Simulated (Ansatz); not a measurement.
## Relaxing Hf

Method: DFT PBE, scalar-relativistic, plane waves, PAW (Ansatz 0.2.0). Cutoff 420 eV, Γ-centred k mesh, Gaussian smearing, no spin polarisation in the final step.

The start is a random cell of Hf with space group Immm (No. 71), drawn with lower limits on the distances.

```xyz
4
Lattice="-2.6404 3.1010 3.1140 2.6404 -3.1010 3.1140 2.6404 3.1010 -3.1140" Properties=species:S:1:pos:R:3 pbc="T T T"
Hf    0.9694    1.0337    3.1140
Hf    0.9694   -1.0337    3.1140
Hf    1.6709    2.0673    0.0000
Hf    1.6709    4.1347    0.0000
```

Cell and atoms relax at zero pressure; the relaxation can't lower the symmetry of the start. After a coarse first stage the cell is made exact in the group found at 0.06 Å.

Energies count from the standard state of Hf at the same level.

Question: Describe the relaxed structure.

Answer: It ends in Pm-3m (No. 221). The result has the simple cubic structure. Conventional cell: a = 2.914 Å. Hf has 6 Hf at 2.91 Å.

Space group Pm-3m (No. 221). a = 2.914 Å, b = 2.914 Å, c = 2.914 Å, α = 90.00°, β = 90.00°, γ = 90.00°
```tsv
atom	site	symmetry	x	y	z
Hf	1a	m-3m	0.0000	0.0000	0.0000
```

Question: What are its volume, energy, density and gap?

Answer: The volume per atom is 24.74 Å³. The density is 11.98 g/cm³. The energy over the standard structure is 1.08 eV/atom. The gap on the 18×18×18 mesh is 0 eV (a metal).

The final run used a 18×18×18 mesh on its 1-atom cell and 0.10 eV smearing. The k mesh leaves about 4 meV/atom of noise in metals. Spin–orbit coupling is left out. Symmetry constrained the relaxation, so the result can be a saddle point.

This simple cubic form isn't the element's structure at ambient conditions.